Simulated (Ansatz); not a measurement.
# ZrSe2 (P-3m1) in Ansatz: a series of runs

One crystal, ZrSe2, is run at these levels: PBE; tasks: band structure.

Everything below comes from runs of Ansatz 0.2.0. Logs are shortened: lines on timing, memory, paths and dates and some standing lists are left out, and cuts for length are marked.

**What was measured.**

From “Stress-Tuned Optical Transitions in Layered 1T-MX2 (M= Hf, Zr, Sn; X= S, Se) Crystals”, 2022, arxiv:2210.12074, for a bulk crystal of ZrSe2: band gap 1.2 eV (indirect).

The results are compared with them further down.

### Step 1. The crystal as given

The structure is trigonal, space group P-3m1 (No. 164). The conventional cell has a = 3.798 Å, b = 3.798 Å, c = 6.192 Å, α = 90.00°, β = 90.00°, γ = 120.00°. Zr (site symmetry -3m) has 6 Se at 2.68 Å as nearest neighbours. Se (site symmetry 3m) is surrounded by 3 Zr at 2.68 Å.

### Step 2. Band structure, PBE

input.yaml reads:

```yaml
crystal:
  lattice:
    - [3.798, 0.0, 0.0]
    - [-1.899, 3.2891644836, 0.0]
    - [0.0, 0.0, 6.192]
  atoms:
    - { symbol: Zr, position: [0.0, 0.0, 0.0] }
    - { symbol: Se, position: [0.6666666667, 0.3333333333, 0.75] }
    - { symbol: Se, position: [0.3333333333, 0.6666666667, 0.25] }
hamiltonian:
  xc: pbe
  pseudopotentials: { kind: paw, level: accurate }
kpoints:
  mp_grid: { grid: [8, 8, 5] }
  band_path:
    path:
      - [[0.0, 0.0, 0.0], [0.5, 0.0, 0.0], [0.3333333333, 0.3333333333, 0.0], [0.0, 0.0, 0.0], [0.0, 0.0, 0.5], [0.5, 0.0, 0.5], [0.3333333333, 0.3333333333, 0.5], [0.0, 0.0, 0.5]]
      - [[0.5, 0.0, 0.5], [0.5, 0.0, 0.0]]
      - [[0.3333333333, 0.3333333333, 0.0], [0.3333333333, 0.3333333333, 0.5]]
    npoints: 14
scf:
  occupations: { method: fermi_dirac, width: 0.05 }
  n_extra_bands: 7
output:
  forces: true
  stress: true
  eigenvalues: true
  fatbands: true
```

Potentials or basis: Ansatz PAW earlier set.

Command:

```bash
ansatz run input.yaml --threads 2 --pin off --max-ram 5120MiB --backend cpu --events-out ev --progress --plain --runs-dir out
```

Standard output:

```text
Warning: RAYON_NUM_THREADS=2 ignored (pool sized by the plan → 2); use --threads N
scf.n_extra_bands = 7 over 22 filled bands (N_el = 44.0): the run solves 29 bands
Engine: ansatz 0.2.0, x86_64-unknown-linux-gnu
Pseudopotentials: kind: paw, level: accurate
Pseudopotential: Zr, paw, valence charge 12, recommended cutoff 500 eV (high), Zr.paw.azcp
Pseudopotential: Se, paw, valence charge 16, recommended cutoff 580 eV (normal), Se.paw.azcp#accurate
Functional definition: PBE
  parameter kappa = 0.804
  parameter beta = 0.06672455060314922
  exchange = pbe_x(kappa = kappa, mu = beta*pi^2/3)
  correlation = pbe_c(beta = beta)
Crystal: 3 atoms, lattice volume = 77.352 Å³
Basis set: ecut = 580 eV, 2491 PW (Γ), exchange–correlation on 60×60×100 points (8 copies of the dense FFT grid, shifted against one another)
Bands: 29, of which v1, the nominal top of the filled ones, is band 22 counted from 1 (21 counted from 0)
Symmetry: 12 space group operations
Space group: P-3m1 (ITA 164), of the structure as read, at distance tolerance 4.3e-5 Å
k-points: 40 of 320
Non-local potential: Zr, projectors of the file, l = 0: 3, l = 1: 3, l = 2: 3, l = 3: 2
Non-local potential: Se, projectors of the file, l = 0: 3, l = 1: 3, l = 2: 3, l = 3: 2, l = 4: 1
PAW form: soft (Blöchl's): semilocal exchange-correlation on the pseudo side does not see the compensation charge
PAW one-centre angular grid: Zr, 590 points (default); XC on 64 Gauss nodes
PAW one-centre angular grid: Se, 590 points (default); XC on 64 Gauss nodes
Initial density: superposition of atomic densities (chi_scale 0.1, normalization cell, long waves kept (reshape's long-wave potential 0.07 eV rms))
Initial wavefunctions: pseudopotential atomic-orbital guess
Functional: x = pbe(κ = 0.804, μ = 0.2195149727645171), c = pbe(β = 0.06672455060314922)
SCF iter   1: F=—  HF=-15129.838992 eV  |F-HF|=—  |Δ(HF+E_count)|=         —  Δρ=8.43e-2  dr2=2.11e1  ethr=3.10e-3  ⟨swp⟩=6.0  Hψ=5059  notcnv=0  defer=3
preconditioner: auto → LDOS  [metal: Δε(μ)=0.015 eV  Ē_g=8.364 eV  σ=0.050 eV  W_gap=0.08  n_scr=22 (ndim 8)  ℏωp=16.9 eV  f_vac=0.028  D(μ)=1.95/eV (n_scr^D=10)  β→1.0]
SCF iter   2: F=—  HF=-15127.141704 eV  |F-HF|=—  |Δ(HF+E_count)|=    2.70e0  Δρ=3.60e-2  dr2=1.49e0  ethr=3.10e-3  ⟨swp⟩=3.1  Hψ=2811  notcnv=0  defer=26
preconditioner: auto → Resta (q_TF=auto, 2.483 Å⁻¹)  ε∞=4.2  [insulator: Δε(μ)=0.694 eV  Ē_g=9.389 eV  σ=0.050 eV  W_gap=1.00  n_scr=22 (ndim 8)  ℏωp=16.9 eV  f_vac=0.072  D(μ)=0.00/eV (n_scr^D=0)  ε∞_Penn≈4.2  β→0.5]
SCF iter   3: F=—  HF=-15126.859078 eV  |F-HF|=—  |Δ(HF+E_count)|=   2.83e-1  Δρ=1.20e-2  dr2=1.33e-1  ethr=3.10e-3  ⟨swp⟩=2.4  Hψ=1678  notcnv=0  defer=41
SCF iter   4: F=—  HF=-15126.845657 eV  |F-HF|=—  |Δ(HF+E_count)|=   1.34e-2  Δρ=2.77e-3  dr2=1.27e-2  ethr=3.02e-4  ⟨swp⟩=2.3  Hψ=1846  notcnv=0  defer=46
SCF iter   5: F=—  HF=-15126.844955 eV  |F-HF|=—  |Δ(HF+E_count)|=   7.02e-4  Δρ=1.17e-3  dr2=2.85e-3  ethr=2.88e-5  ⟨swp⟩=1.2  Hψ=1213  notcnv=0  defer=46
SCF iter   6: F=—  HF=-15126.844671 eV  |F-HF|=—  |Δ(HF+E_count)|=   2.84e-4  Δρ=2.66e-4  dr2=7.83e-5  ethr=6.48e-6  ⟨swp⟩=2.1  Hψ=1286  notcnv=0  defer=46
SCF iter   7: F=—  HF=-15126.844680 eV  |F-HF|=—  |Δ(HF+E_count)|=   8.68e-6  Δρ=6.62e-5  dr2=3.91e-6  ethr=1.78e-7  ⟨swp⟩=2.9  Hψ=2031  notcnv=0  defer=46
SCF iter   8: F=—  HF=-15126.844687 eV  |F-HF|=—  |Δ(HF+E_count)|=   7.24e-6  Δρ=1.76e-5  dr2=3.61e-7  ethr=8.89e-9  ⟨swp⟩=2.0  Hψ=1428  notcnv=0  defer=46
SCF iter   9: F=-15126.844688 eV  HF=-15126.844688 eV  |F-HF|=7.15e-8  |Δ(HF+E_count)|=   3.95e-7  Δρ=5.15e-6  dr2=2.90e-8  ethr=2.27e-10  ⟨swp⟩=10.3  Hψ=4863  notcnv=0
SCF 1 converged in 9 iterations: F = -15126.844688 eV  dr2 = 2.90e-8
NSCF: frozen V_eff on 129 k-points
SCF converged after 9 iterations
Free energy (F): -15126.844688 eV
Harris-Foulkes:  -15126.844688 eV  (|F-HF|=7.15e-8)
Internal energy: -15126.844310 eV  (E = F + TS)
E sigma→0 (E₀):  -15126.844499 eV
Entropy (-TS):   -0.000378 eV (-0.126 meV/atom)
Fermi energy:    8.685373 eV
--- Per-component energies (eV) ---
  E_band       = -907.005239
  E_kinetic    = 732.814517
  E_local      = -8557.868710  (includes V_loc(G=0)·N_el)
  E_nonlocal   = 1391.276571
  E_hartree    = 3014.606113
  E_xc         = -732.716325
  E_vxc        = -433.890791  (∫ρ·V_xc dr)
  E_paw        = -6651.654632  (= ΣΔE_a, less E_core_relax)
  E_vpaw       = -68.549109  (= ΣTr[D̂ρ^β], less what the cores' own moments, if any, meet on the grid)
  E_core_relax = -0.000256  (the energy of the cores' relaxation)
  E_aug_tail   = -0.000162  (compensation charges beyond the density's cutoff)
  E_ewald      = -4323.301427
  E_smearing   = -0.000378  (= −TS)
  E_closure    = -0.000000  (closes the sum)
  Σ components = -15126.844688   (vs F -15126.844688, Δ=0.00e0)
--- Forces (eV/Å), atoms counted from 1 ---
  atom   1  Zr     0.00000000    -0.00000000     0.00000000
  atom   2  Se    -0.00000000    -0.00000000    -0.28597354
  atom   3  Se    -0.00000000     0.00000000     0.28597354
  max |Σ_I F_I| component: 1.11e-16 eV/Å
--- Stress (GPa, compression-positive) ---
        1.373948       0.000000       0.000000
        0.000000       1.373948      -0.000000
        0.000000      -0.000000       3.088191
  P = ⅓ Tr σ = 1.9454 GPa (19.454 kbar)
--- Band table (eV; the first three rows and the last of 40) ---
  k-point 0: bands = ["-40.9673", "-38.3941", "-38.3941", "-38.3940", "-38.3940", "-38.3881", "-38.3879", "-38.3866", "-38.3866", "-38.3865", "-38.3865", "-19.0187", "-18.9071", "-18.9071", "-4.7153", "-3.4605", "3.8225", "5.7689", "5.7689", "8.4405", "8.4405", "8.4943", "9.5503", "9.5503", "10.0822", "12.8326", "12.8326", "13.2497", "13.5548"]
  k-point 1: bands = ["-40.9673", "-38.3942", "-38.3942", "-38.3939", "-38.3939", "-38.3880", "-38.3879", "-38.3867", "-38.3867", "-38.3864", "-38.3864", "-19.0188", "-18.9071", "-18.9071", "-4.6442", "-3.5707", "4.1009", "5.7846", "5.7846", "7.7780", "8.3824", "8.3824", "9.5412", "9.5412", "10.3048", "12.9629", "12.9629", "13.6671", "13.8571"]
  k-point 2: bands = ["-40.9673", "-38.3942", "-38.3942", "-38.3939", "-38.3939", "-38.3880", "-38.3879", "-38.3867", "-38.3867", "-38.3864", "-38.3864", "-19.0189", "-18.9071", "-18.9071", "-4.4887", "-3.7871", "4.7496", "5.8109", "5.8109", "6.6839", "8.2912", "8.2912", "9.5257", "9.5257", "10.4468", "13.1851", "13.1851", "13.9421", "14.9820"]
  k-point 39: bands = ["-40.9567", "-38.3941", "-38.3940", "-38.3939", "-38.3908", "-38.3876", "-38.3876", "-38.3864", "-38.3863", "-38.3862", "-38.3861", "-19.0563", "-19.0054", "-18.9695", "-3.6111", "-3.4613", "4.4744", "4.8215", "5.4880", "6.0737", "6.3911", "6.7495", "10.0181", "10.8009", "10.9086", "12.8720", "13.6777", "15.3270", "16.1461"]
```

It took 9.6 s on 2 threads of AMD EPYC 7B13 (Zen 3), shared host; peak memory 0.55 GiB.

What came out:

| Property | Result |
| --- | --- |
| Free energy | -15126.8447 eV |
| Pressure | 1.9 GPa |
| Largest force | 0.286 eV/Å |
| Band gap on the k mesh | 0.41 eV, indirect (least direct gap 1.06 eV) |
| Band gap along the path | 0.37 eV, indirect (least direct gap 1.06 eV) |

Forces in eV/Å, atoms in the order of the input:
```
Zr   0.000  0.000  0.000
Se   0.000  0.000 -0.286
Se   0.000  0.000  0.286
```

Stress tensor (GPa, compression positive):
```
1.37 0.00 0.00
0.00 1.37 0.00
0.00 0.00 3.09
```

Levels at the corners of the path, in eV from the valence-band top:
| point | band 20 | band 21 | band 22 | band 23 | band 24 | band 25 |
| --- | --- | --- | --- | --- | --- | --- |
| Γ | -0.06 | -0.06 | 0.00 | 1.05 | 1.05 | 1.58 |
| M | -2.51 | -2.14 | -1.37 | 0.57 | 2.51 | 2.85 |
| K | -2.32 | -2.32 | -1.75 | 1.69 | 2.60 | 2.60 |
| Γ | -0.06 | -0.06 | 0.00 | 1.05 | 1.05 | 1.58 |
| A | -2.05 | -0.22 | -0.22 | 1.02 | 1.02 | 1.96 |
| L | -2.52 | -1.06 | -0.99 | 0.37 | 2.51 | 2.84 |
| H | -2.36 | -2.01 | -2.01 | 1.76 | 2.21 | 2.21 |
| A | -2.05 | -0.22 | -0.22 | 1.02 | 1.02 | 1.96 |
| L | -2.52 | -1.06 | -0.99 | 0.37 | 2.51 | 2.84 |
| M | -2.51 | -2.14 | -1.37 | 0.57 | 2.51 | 2.85 |
| K | -2.32 | -2.32 | -1.75 | 1.69 | 2.60 | 2.60 |
| H | -2.36 | -2.01 | -2.01 | 1.76 | 2.21 | 2.21 |

Caveat: this functional lacks dispersion, which binds the layers, so the pressure and a relaxed spacing across them are unreliable.

### Step 3. Band structure, PBE

input.yaml, as its differences from that of step 2:

```diff
@@ -11,3 +11,3 @@
   xc: pbe
-  pseudopotentials: { kind: paw, level: accurate }
+  pseudopotentials: { kind: nc, accuracy: stringent }
 kpoints:
@@ -27,2 +27,6 @@
   eigenvalues: true
-  fatbands: true
+  fatbands: false
+  write_density: true
+  write_potential: true
+  elf: true
+  volumetric_format: npy
```

Potentials or basis: PseudoDojo stringent (PBE files).

Command:

```bash
ansatz run input.yaml --threads 2 --pin off --max-ram 5120MiB --backend cpu --events-out ev --progress --plain --runs-dir out
```

Standard output:

```text
Warning: RAYON_NUM_THREADS=2 ignored (pool sized by the plan → 2); use --threads N
scf.n_extra_bands = 7 over 30 filled bands (N_el = 60.0): the run solves 37 bands
[... 1 set-up line as earlier in the session ...]
Pseudopotentials: kind: nc
Pseudopotential: Zr, nc, valence charge 12, recommended cutoff 897.975746 eV (normal), Zr.nc.azcp (PseudoDojo's, or run here from an input of PseudoDojo's; its table is named by hamiltonian.pseudopotentials.accuracy)
Pseudopotential: Se, nc, valence charge 24, recommended cutoff 1414.992085 eV (normal), Se.nc.azcp (PseudoDojo's, or run here from an input of PseudoDojo's; its table is named by hamiltonian.pseudopotentials.accuracy)
[... 5 set-up lines as earlier in the session ...]
Crystal: 3 atoms, lattice volume = 77.352 Å³
Basis set: ecut = 1414.992085 eV, 9367 PW (Γ), exchange–correlation on 96×96×160 points (8 copies of the dense FFT grid, shifted against one another)
Bands: 37, of which v1, the nominal top of the filled ones, is band 30 counted from 1 (29 counted from 0)
[... 2 set-up lines as earlier in the session ...]
k-points: 40 of 320
Non-local potential: Zr, projectors of the file, l = 0: 2, l = 1: 2, l = 2: 2
Non-local potential: Se, projectors of the file, l = 0: 2, l = 1: 2, l = 2: 2
Initial density: superposition of atomic densities (chi_scale 0.1, normalization cell, long waves kept (reshape's long-wave potential 0.08 eV rms))
[... 2 set-up lines as earlier in the session ...]
SCF iter   1: F=—  HF=-19794.714116 eV  |F-HF|=—  |Δ(HF+E_count)|=         —  Δρ=1.04e-1  dr2=2.88e1  ethr=3.10e-3  ⟨swp⟩=7.2  Hψ=6155  notcnv=0
preconditioner: auto → LDOS  [metal: Δε(μ)=0.038 eV  Ē_g=8.276 eV  σ=0.050 eV  W_gap=0.19  n_scr=22 (ndim 8)  ℏωp=16.9 eV  f_vac=0.087  D(μ)=2.33/eV (n_scr^D=22)  β→1.0]
SCF iter   2: F=—  HF=-19790.741799 eV  |F-HF|=—  |Δ(HF+E_count)|=    3.97e0  Δρ=3.13e-2  dr2=6.31e-1  ethr=3.10e-3  ⟨swp⟩=4.7  Hψ=4091  notcnv=0  defer=22
preconditioner: auto → Resta (q_TF=auto, 2.615 Å⁻¹)  ε∞=4.4  [insulator: Δε(μ)=0.542 eV  Ē_g=9.217 eV  σ=0.050 eV  W_gap=0.99  n_scr=22 (ndim 8)  ℏωp=16.9 eV  f_vac=0.134  D(μ)=0.01/eV (n_scr^D=0)  ε∞_Penn≈4.4  β→0.5]
SCF iter   3: F=—  HF=-19790.684056 eV  |F-HF|=—  |Δ(HF+E_count)|=   5.77e-2  Δρ=1.02e-2  dr2=8.55e-2  ethr=1.05e-3  ⟨swp⟩=3.2  Hψ=2254  notcnv=0  defer=37
SCF iter   4: F=—  HF=-19790.687597 eV  |F-HF|=—  |Δ(HF+E_count)|=   3.54e-3  Δρ=2.30e-3  dr2=2.86e-3  ethr=1.43e-4  ⟨swp⟩=2.5  Hψ=2050  notcnv=0  defer=41
SCF iter   5: F=—  HF=-19790.688598 eV  |F-HF|=—  |Δ(HF+E_count)|=   1.00e-3  Δρ=8.04e-4  dr2=3.44e-4  ethr=4.76e-6  ⟨swp⟩=2.9  Hψ=2772  notcnv=0  defer=41
SCF iter   6: F=—  HF=-19790.688641 eV  |F-HF|=—  |Δ(HF+E_count)|=   4.30e-5  Δρ=1.67e-4  dr2=4.27e-5  ethr=5.74e-7  ⟨swp⟩=3.0  Hψ=2726  notcnv=0  defer=41
SCF iter   7: F=—  HF=-19790.688405 eV  |F-HF|=—  |Δ(HF+E_count)|=   2.37e-4  Δρ=4.66e-5  dr2=1.70e-6  ethr=7.12e-8  ⟨swp⟩=2.0  Hψ=1693  notcnv=0  defer=41
SCF iter   8: F=—  HF=-19790.688408 eV  |F-HF|=—  |Δ(HF+E_count)|=   2.96e-6  Δρ=1.46e-5  dr2=2.61e-7  ethr=2.83e-9  ⟨swp⟩=2.0  Hψ=1787  notcnv=0  defer=41
SCF iter   9: F=-19790.688408 eV  HF=-19790.688408 eV  |F-HF|=1.86e-8  |Δ(HF+E_count)|=   1.63e-7  Δρ=3.39e-6  dr2=1.24e-8  ethr=1.67e-10  ⟨swp⟩=17.9  Hψ=11252  notcnv=0
SCF 1 converged in 9 iterations: F = -19790.688408 eV  dr2 = 1.24e-8
NSCF: frozen V_eff on 129 k-points
SCF converged after 9 iterations
Free energy (F): -19790.688408 eV
Harris-Foulkes:  -19790.688408 eV  (|F-HF|=1.86e-8)
Internal energy: -19790.688015 eV  (E = F + TS)
E sigma→0 (E₀):  -19790.688212 eV
Entropy (-TS):   -0.000392 eV (-0.131 meV/atom)
Fermi energy:    9.741692 eV
--- Per-component energies (eV) ---
  E_band       = -3298.455835
  E_kinetic    = 8348.316307
  E_local      = -21360.167276  (includes V_loc(G=0)·N_el)
  E_nonlocal   = -4567.302257
  E_hartree    = 8171.441564
  E_xc         = -1842.852517
  E_vxc        = -2062.185384  (∫ρ·V_xc dr)
  E_ewald      = -8540.123837
  E_smearing   = -0.000392  (= −TS)
  E_closure    = 0.000000  (closes the sum)
  Σ components = -19790.688408   (vs F -19790.688408, Δ=0.00e0)
--- Forces (eV/Å), atoms counted from 1 ---
  atom   1  Zr     0.00000000    -0.00000000     0.00000000
  atom   2  Se    -0.00000000    -0.00000000    -0.29439217
  atom   3  Se    -0.00000000     0.00000000     0.29439217
  max |Σ_I F_I| component: 3.70e-17 eV/Å
--- Stress (GPa, compression-positive) ---
        1.421361       0.000000       0.000000
        0.000000       1.421361      -0.000000
        0.000000      -0.000000       3.142393
  P = ⅓ Tr σ = 1.9950 GPa (19.950 kbar)
--- Band table (eV; the first three rows and the last of 40) ---
  k-point 0: bands = ["-197.7038", "-197.7038", "-137.1874", "-137.1874", "-137.1874", "-137.1874", "-137.1869", "-137.1869", "-39.9286", "-37.3734", "-37.3734", "-37.3734", "-37.3734", "-37.3654", "-37.3654", "-37.3652", "-37.3652", "-37.3646", "-37.3644", "-17.9803", "-17.8694", "-17.8694", "-3.6607", "-2.4058", "4.8769", "6.8234", "6.8234", "9.4993", "9.4993", "9.5539", "10.6039", "10.6039", "11.1356", "13.8877", "13.8877", "14.3038", "14.6174"]
  k-point 1: bands = ["-197.7038", "-197.7038", "-137.1874", "-137.1874", "-137.1874", "-137.1874", "-137.1869", "-137.1869", "-39.9286", "-37.3735", "-37.3735", "-37.3732", "-37.3732", "-37.3654", "-37.3654", "-37.3652", "-37.3652", "-37.3646", "-37.3644", "-17.9804", "-17.8694", "-17.8694", "-3.5896", "-2.5160", "5.1554", "6.8391", "6.8391", "8.8365", "9.4411", "9.4411", "10.5947", "10.5947", "11.3583", "14.0180", "14.0180", "14.7305", "14.9113"]
  k-point 2: bands = ["-197.7038", "-197.7038", "-137.1874", "-137.1874", "-137.1874", "-137.1874", "-137.1869", "-137.1869", "-39.9286", "-37.3736", "-37.3736", "-37.3732", "-37.3732", "-37.3655", "-37.3655", "-37.3651", "-37.3651", "-37.3645", "-37.3644", "-17.9806", "-17.8694", "-17.8694", "-3.4343", "-2.7323", "5.8039", "6.8654", "6.8654", "7.7419", "9.3497", "9.3497", "10.5793", "10.5793", "11.4999", "14.2400", "14.2400", "15.0054", "16.0362"]
  k-point 39: bands = ["-197.7038", "-197.7038", "-137.1874", "-137.1874", "-137.1874", "-137.1874", "-137.1869", "-137.1869", "-39.9181", "-37.3734", "-37.3733", "-37.3732", "-37.3700", "-37.3653", "-37.3652", "-37.3651", "-37.3650", "-37.3641", "-37.3640", "-18.0183", "-17.9675", "-17.9314", "-2.5564", "-2.4066", "5.5283", "5.8753", "6.5421", "7.1279", "7.4464", "7.8044", "11.0728", "11.8547", "11.9621", "13.9299", "14.7344", "16.3894", "17.2034"]
```

bands.tsv:

```text
# k_distance	band_0	band_1	band_2	band_3	band_4	band_5	band_6	band_7	band_8	band_9	band_10	band_11	band_12	band_13	band_14	band_15	band_16	band_17	band_18	band_19	band_20	band_21	band_22	band_23	band_24	band_25	band_26	band_27	band_28	band_29	band_30	band_31	band_32	band_33	band_34	band_35	band_36
[... 149 lines left out ...]
6.741038	-207.445448	-207.445448	-146.929113	-146.929113	-146.929113	-146.929113	-146.928561	-146.928561	-49.659594	-47.115115	-47.114942	-47.114942	-47.111609	-47.106885	-47.106885	-47.106860	-47.106720	-47.105745	-47.105745	-27.736927	-27.736927	-27.672243	-12.211835	-12.211835	-3.907483	-3.907483	-3.544997	-2.548106	-2.194667	-2.194667	1.570436	2.019120	2.019120	4.684960	4.684960	7.359239	7.359239
```

Run time: 29 s. Hardware: 2 threads of AMD EPYC 7B13 (Zen 3), shared host; peak memory 1.5 GiB.

What came out:

```yaml
Free_energy: -19790.6884 eV
Pressure: 2.0 GPa
Largest_force: 0.294 eV/Å
Band_gap_on_the_k_mesh: 0.41 eV, indirect (least direct gap 1.05 eV)
Band_gap_along_the_path: 0.37 eV, indirect (least direct gap 1.05 eV)
```

Forces in eV/Å, atoms in the order of the input:
```
Zr   0.000  0.000  0.000
Se   0.000  0.000 -0.294
Se   0.000  0.000  0.294
```

Levels at the corners of the path, in eV from the valence-band top:
| point | band 28 | band 29 | band 30 | band 31 | band 32 | band 33 |
| --- | --- | --- | --- | --- | --- | --- |
| Γ | -0.06 | -0.06 | 0.00 | 1.05 | 1.05 | 1.58 |
| M | -2.51 | -2.14 | -1.37 | 0.56 | 2.51 | 2.85 |
| K | -2.32 | -2.32 | -1.75 | 1.69 | 2.60 | 2.60 |
| Γ | -0.06 | -0.06 | 0.00 | 1.05 | 1.05 | 1.58 |
| A | -2.05 | -0.22 | -0.22 | 1.02 | 1.02 | 1.96 |
| L | -2.53 | -1.06 | -0.99 | 0.37 | 2.50 | 2.83 |
| H | -2.36 | -2.01 | -2.01 | 1.75 | 2.20 | 2.20 |
| A | -2.05 | -0.22 | -0.22 | 1.02 | 1.02 | 1.96 |
| L | -2.53 | -1.06 | -0.99 | 0.37 | 2.50 | 2.83 |
| M | -2.51 | -2.14 | -1.37 | 0.56 | 2.51 | 2.85 |
| K | -2.32 | -2.32 | -1.75 | 1.69 | 2.60 | 2.60 |
| H | -2.36 | -2.01 | -2.01 | 1.75 | 2.20 | 2.20 |

Caveat: this functional lacks dispersion, which binds the layers, so the pressure and a relaxed spacing across them are unreliable.

### Step 4. Comparison with measurements

Step 2. A measured gap of ZrSe2 is 1.2 eV (indirect; quoted in “Stress-Tuned Optical Transitions in Layered 1T-MX2 (M= Hf, Zr, Sn; X= S, Se) Crystals”, 2022, arxiv:2210.12074); the calculated 0.37 eV misses it by -0.83 eV. Spin-orbit coupling on Se, Zr is left out. The value is that of PBE, without temperature or zero-point motion. Semilocal functionals fall short of measured gaps as a rule.

Step 3. Against the measured gap of ZrSe2, 1.2 eV (indirect; quoted in “Stress-Tuned Optical Transitions in Layered 1T-MX2 (M= Hf, Zr, Sn; X= S, Se) Crystals”, 2022, arxiv:2210.12074), the calculated 0.37 eV is off by -0.83 eV. Spin-orbit coupling on Se, Zr is left out. The value is that of PBE, without temperature or zero-point motion. Semilocal functionals fall short of measured gaps as a rule.
